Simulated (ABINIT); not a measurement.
# MoS2 (P6_3/mmc) in ABINIT: notebook, part 2 of 2

ABINIT 10.8.3 (patched build). The steps go on from the part before.

## (3) Single point, PBEsol

Input file run.abi:

```
pp_dirpath "./"
pseudos "Mo.GGA_PBE-JTH.xml, S.GGA_PBE-JTH.xml"

acell 3*1.0
rprim
     5.9885420889     0.0000000000     0.0000000000
    -2.9942710445     5.1862295807     0.0000000000
     0.0000000000     0.0000000000    23.2889847599
ntypat 2
znucl 42 16
natom 6
typat 1 1 2 2 2 2
xred
     0.6666666667     0.3333333333     0.7500000000
     0.3333333333     0.6666666667     0.2500000000
     0.6666666667     0.3333333333     0.3770000000
     0.3333333333     0.6666666667     0.8770000000
     0.6666666667     0.3333333333     0.1230000000
     0.3333333333     0.6666666667     0.6230000000

ecut 20.0
pawecutdg 40.0

kptopt 1
ngkpt 8 8 2
nshiftk 1
shiftk 0.0 0.0 0.0

ixc -116133

nband 32
occopt 3
tsmear 0.05 eV

nstep 100
tolvrs 1.0e-9

iomode 3
prtwf 0
prtden 0
prteig 0
prtebands 0
enunit 1
```

Potentials or basis: JTH PAW PBE v2.0.

Run with:

```bash
> abinit run.abi > log 2>&1
```

It took 1.9 min on 1 thread of Arm Neoverse V1, shared host; peak memory 0.19 GiB.

The run converged. Its results:

* Free energy: -4873.8547 eV
* Pressure: -2.7 GPa
* Largest force: 0.283 eV/Å
* Band gap on the k mesh: 0.94 eV, indirect (least direct gap 1.94 eV)
* Valence electrons inside the program's atomic spheres: Mo 11.28; S 3.58, 3.57

Forces on the atoms (eV/Å):
```
Mo   0.000  0.000  0.000
Mo   0.000  0.000  0.000
S    0.000  0.000 -0.283
S    0.000  0.000 -0.283
S    0.000  0.000  0.283
S    0.000  0.000  0.283
```

Stress tensor (GPa, compression positive):
```
-3.00  0.00  0.00
 0.00 -3.00  0.00
 0.00  0.00 -2.17
```

Levels at points of the mesh, in eV from the valence-band top:
| k point | band 24 | band 25 | band 26 | band 27 | band 28 | band 29 |
| --- | --- | --- | --- | --- | --- | --- |
| (0.00, 0.00, 0.00) | -1.18 | -1.17 | 0.00 | 2.10 | 2.10 | 2.13 |
| (0.50, 0.00, 0.00) | -1.51 | -1.43 | -1.30 | 1.60 | 1.65 | 1.99 |
| (0.00, 0.00, 0.50) | -2.14 | -0.27 | -0.27 | 2.11 | 2.11 | 2.11 |
| (0.50, 0.00, 0.50) | -1.62 | -1.36 | -1.36 | 1.62 | 1.62 | 2.14 |

Caveat: the PAW data sets were made with another functional, which shifts forces and pressure a little; this functional lacks dispersion, which binds the layers, so the pressure and a relaxed spacing across them are unreliable.

## (4) Single point, LDA

Input file run.abi:

```
# Pseudopotentials
pp_dirpath "./"
pseudos "Mo.LDA_PW-JTH.xml, S.LDA_PW-JTH.xml"

# Structure
acell 3*1.0 Angstrom
rprim
     3.1690000000     0.0000000000     0.0000000000
    -1.5845000000     2.7444345046     0.0000000000
     0.0000000000     0.0000000000    12.3240000000
ntypat 2
znucl 42 16
natom 6
typat 1 1 2 2 2 2
xcart
     1.5845000002     0.9148115014     9.2430000000
    -0.0000000002     1.8296230032     3.0810000000
     1.5845000002     0.9148115014     4.6461480000
    -0.0000000002     1.8296230032    10.8081480000
     1.5845000002     0.9148115014     1.5158520000
    -0.0000000002     1.8296230032     7.6778520000 Angstrom

# Plane-wave basis
ecut 20.0
pawecutdg 40.0

# k points
kptopt 1
ngkpt 6 6 2
nshiftk 1
shiftk 0.0 0.0 0.0

# Exchange and correlation
ixc 7

# Bands and occupations
nband 32
occopt 3
tsmear 0.00183747

# SCF cycle
nstep 100
tolvrs 1.0e-9

# Output
iomode 3
prtwf 0
prtden 0
prteig 0
prtebands 0
enunit 1
prtvol 2
```

Potentials or basis: JTH PAW LDA v2.0.

Run with:

```bash
> abinit run.abi > log 2>&1
```

Run time: 64 s. Hardware: 1 thread of Arm Neoverse V1, shared host; peak memory 0.14 GiB.

It converged, with:

```yaml
Free_energy: -4892.5074 eV
Pressure: -5.6 GPa
Largest_force: 0.471 eV/Å
Band_gap_on_the_k_mesh: 0.81 eV, indirect (least direct gap 1.65 eV)
Valence_electrons_inside_the_program's_atomic_spheres: Mo 11.29; S 3.58
```

Forces on the atoms (eV/Å):
```
Mo   0.000  0.000  0.000
Mo   0.000  0.000  0.000
S    0.000  0.000 -0.471
S    0.000  0.000 -0.471
S    0.000  0.000  0.471
S    0.000  0.000  0.471
```

Stress tensor (GPa, compression positive):
```
-5.73  0.00  0.00
 0.00 -5.73  0.00
 0.00  0.00 -5.42
```

Levels at points of the mesh, in eV from the valence-band top:
| k point | band 22 | band 23 | band 24 | band 25 | band 26 | band 27 | band 28 | band 29 | band 30 | band 31 |
| --- | --- | --- | --- | --- | --- | --- | --- | --- | --- | --- |
| (0.00, 0.00, 0.00) | -2.13 | -2.13 | -1.20 | -1.16 | 0.00 | 2.09 | 2.09 | 2.12 | 2.15 | 2.26 |
| (0.50, 0.00, 0.00) | -2.47 | -1.72 | -1.51 | -1.42 | -1.29 | 1.58 | 1.63 | 1.96 | 2.24 | 2.76 |
| (0.00, 0.00, 0.50) | -2.15 | -2.15 | -2.15 | -0.27 | -0.27 | 2.09 | 2.09 | 2.09 | 2.14 | 2.35 |
| (0.50, 0.00, 0.50) | -2.61 | -1.61 | -1.61 | -1.35 | -1.35 | 1.60 | 1.60 | 2.11 | 2.11 | 3.14 |

## (5) Single point, PBEsol

Input file run.abi:

```
# Pseudopotentials
pp_dirpath "./"
pseudos "Mo.GGA_PBE-JTH.xml, S.GGA_PBE-JTH.xml"

# Structure
acell 3*1.0
rprim
     5.9885420889     0.0000000000     0.0000000000
    -2.9942710445     5.1862295807     0.0000000000
     0.0000000000     0.0000000000    23.2889847599
ntypat 2
znucl 42 16
natom 6
typat 1 1 2 2 2 2
xred
     0.6666666667     0.3333333333     0.7500000000
     0.3333333333     0.6666666667     0.2500000000
     0.6666666667     0.3333333333     0.3770000000
     0.3333333333     0.6666666667     0.8770000000
     0.6666666667     0.3333333333     0.1230000000
     0.3333333333     0.6666666667     0.6230000000

# Plane-wave basis
ecut 544.227725 eV
pawecutdg 40.0

# k points
kptopt 1
ngkpt 6 6 2
nshiftk 1
shiftk 0.0 0.0 0.0

# Exchange and correlation
ixc -116133

# Bands and occupations
nband 32
occopt 3
tsmear 0.05 eV

# SCF cycle
nstep 100
tolvrs 1.0e-9

# Output
iomode 3
prtwf 0
prtden 0
prteig 0
prtebands 0
enunit 2
prtvol 2
```

Potentials or basis: JTH PAW PBE v2.0.

Run with:

```bash
> abinit run.abi > log 2>&1
```

It took 81 s on 1 thread of Arm Neoverse V1, shared host; peak memory 0.17 GiB.

The run converged. Its results:

- Free energy: -4873.8547 eV
- Pressure: -2.7 GPa
- Largest force: 0.279 eV/Å
- Band gap on the k mesh: 0.85 eV, indirect (least direct gap 1.65 eV)
- Valence electrons inside the program's atomic spheres: Mo 11.29; S 3.58, 3.57

Forces on the atoms (eV/Å):
```
Mo   0.000  0.000  0.000
Mo   0.000  0.000  0.000
S    0.000  0.000 -0.279
S    0.000  0.000 -0.279
S    0.000  0.000  0.279
S    0.000  0.000  0.279
```

Stress tensor (GPa, compression positive):
```
-3.01  0.00  0.00
 0.00 -3.01  0.00
 0.00  0.00 -2.16
```

Levels at points of the mesh, in eV from the valence-band top:
```csv
k point,band 22,band 23,band 24,band 25,band 26,band 27,band 28,band 29,band 30,band 31
"(0.00, 0.00, 0.00)",-2.12,-2.12,-1.18,-1.17,0.00,2.10,2.11,2.13,2.17,2.28
"(0.50, 0.00, 0.00)",-2.47,-1.72,-1.51,-1.43,-1.30,1.60,1.65,1.99,2.26,2.80
"(0.00, 0.00, 0.50)",-2.14,-2.14,-2.14,-0.27,-0.27,2.11,2.11,2.11,2.16,2.37
"(0.50, 0.00, 0.50)",-2.62,-1.62,-1.62,-1.36,-1.36,1.62,1.62,2.14,2.14,3.17
```

Caveat: the PAW data sets were made with another functional, which shifts forces and pressure a little; this functional lacks dispersion, which binds the layers, so the pressure and a relaxed spacing across them are unreliable.

## (6) Overview

| level | potentials or basis | k mesh | gap on the mesh (eV) | pressure (GPa) | largest force (eV/Å) |
| --- | --- | --- | --- | --- | --- |
| LDA | JTH PAW LDA v2.0 | 8 × 8 × 2 | 0.91 | -5.6 | 0.47 |
| PBEsol | JTH PAW PBE v2.0 | 8 × 8 × 2 | 0.94 | -2.7 | 0.28 |
| LDA | JTH PAW LDA v2.0 | 6 × 6 × 2 | 0.81 | -5.6 | 0.47 |
| PBEsol | JTH PAW PBE v2.0 | 6 × 6 × 2 | 0.85 | -2.7 | 0.28 |

Alike in all rows: task single point; no spin polarisation; cell as given; cutoff (eV) 544; smearing fermi-dirac 0.05 eV.

Caveats: the PAW data sets were made with another functional, which shifts forces and pressure a little (some runs); this functional lacks dispersion, which binds the layers, so the pressure and a relaxed spacing across them are unreliable (some runs).

Absolute energies hang on the potentials; compare differences alone.

## (7) Against experiment

Step 2. A measured gap of MoS2 is 1.3 eV (indirect; 300 K; “Multiwavelength excitation Raman Scattering Analysis of bulk and 2 dimensional MoS2: Vibrational properties of atomically thin MoS2 layers”, 2015, arxiv:1506.03228); the calculated 0.91 eV misses it by -0.39 eV. Spin-orbit coupling on Mo is left out. The value is that of LDA on a finite k mesh, which can miss the band edges, without temperature or zero-point motion. Semilocal functionals fall short of measured gaps as a rule.

Step 3. Against the measured gap of MoS2, 1.3 eV (indirect; 300 K; “Multiwavelength excitation Raman Scattering Analysis of bulk and 2 dimensional MoS2: Vibrational properties of atomically thin MoS2 layers”, 2015, arxiv:1506.03228), the calculated 0.94 eV is off by -0.36 eV. Spin-orbit coupling on Mo is left out. The value is that of PBEsol on a finite k mesh, which can miss the band edges, without temperature or zero-point motion. Semilocal functionals fall short of measured gaps as a rule.

Step 4. A measured gap of MoS2 is 1.3 eV (indirect; 300 K; “Multiwavelength excitation Raman Scattering Analysis of bulk and 2 dimensional MoS2: Vibrational properties of atomically thin MoS2 layers”, 2015, arxiv:1506.03228); the calculated 0.81 eV misses it by -0.49 eV. Spin-orbit coupling on Mo is left out. The value is that of LDA on a finite k mesh, which can miss the band edges, without temperature or zero-point motion. Semilocal functionals fall short of measured gaps as a rule.

Step 5. Against the measured gap of MoS2, 1.3 eV (indirect; 300 K; “Multiwavelength excitation Raman Scattering Analysis of bulk and 2 dimensional MoS2: Vibrational properties of atomically thin MoS2 layers”, 2015, arxiv:1506.03228), the calculated 0.85 eV is off by -0.45 eV. Spin-orbit coupling on Mo is left out. The value is that of PBEsol on a finite k mesh, which can miss the band edges, without temperature or zero-point motion. Semilocal functionals fall short of measured gaps as a rule.
